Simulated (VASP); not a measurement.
**From an Ansatz input to VASP: ZnSe (strained zincblende)**

Ansatz input

```yaml
crystal:
  lattice:
    - [0.0, 2.8749069951, 2.782417234]
    - [2.8749069951, 0.0, 2.782417234]
    - [2.8749069951, 2.8749069951, 0.0]
  atoms:
    - { symbol: Zn, position: [0.0, 0.0, 0.0] }
    - { symbol: Se, position: [0.25, 0.25, 0.25] }
kpoints:
  mp_grid: { grid: [8, 8, 8] }
  band_path:
    path:
      - [0.0, 0.0, 0.0]
      - [-0.5, -0.5, 0.0]
      - [-0.375, -0.375, 0.25]
      - [-0.375, 0.0, 0.375]
      - [0.0, 0.0, 0.5]
      - [-0.5, -0.25, 0.25]
    npoints: 1
hamiltonian:
  xc: pbe
scf:
  occupations: { method: fermi_dirac, width: 0.02 }
  n_extra_bands: 4
output:
  forces: true
  stress: true
  eigenvalues: true
  write_density: true
  write_potential: true
  elf: true
  volumetric_format: npy
```

Task: Translate this input to VASP.

Result: 

INCAR

```
NSW = 0
ISMEAR = -1
ENCUT = 520
ISIF = 2
PREC = Accurate
IBRION = -1
NBANDS = 16
LCHARG = .FALSE.
LWAVE = .FALSE.
EDIFF = 1E-7
GGA = PE
LASPH = .TRUE.
NELM = 120
SIGMA = 0.02
LREAL = .FALSE.
```

KPOINTS

```
KPOINTS created by Atomic Simulation Environment
0
Gamma
8 8 8
0 0 0
```

KPOINTS_OPT

```
special points
6
Reciprocal
0.0000000000 0.0000000000 0.0000000000 1
-0.5000000000 -0.5000000000 0.0000000000 1
-0.3750000000 -0.3750000000 0.2500000000 1
-0.3750000000 0.0000000000 0.3750000000 1
0.0000000000 0.0000000000 0.5000000000 1
-0.5000000000 -0.2500000000 0.2500000000 1
```

POSCAR

```
Zn Se
 1.0000000000000000
     0.0000000000000000    2.8749069950999999    2.7824172340000000
     2.8749069950999999    0.0000000000000000    2.7824172340000000
     2.8749069950999999    2.8749069950999999    0.0000000000000000
 Zn  Se
   1   1
Cartesian
  0.0000000000000000  0.0000000000000000  0.0000000000000000
  1.4374534975500000  1.4374534975500000  1.3912086170000000
```

VASP ran with the recommended PBE PAW datasets (18 valence electrons in the cell). Other inputs would serve too.

```tsv
	Ansatz	VASP
gap between bands v and c	1.17 eV	1.17 eV
least direct gap	1.17 eV	1.17 eV
pressure	1.4 GPa	1.6 GPa
```

The two codes use different PAW datasets and cutoffs. VASP's cell holds 18 valence electrons and Ansatz's 28. Ansatz's stress includes a Pulay correction; VASP's doesn't.
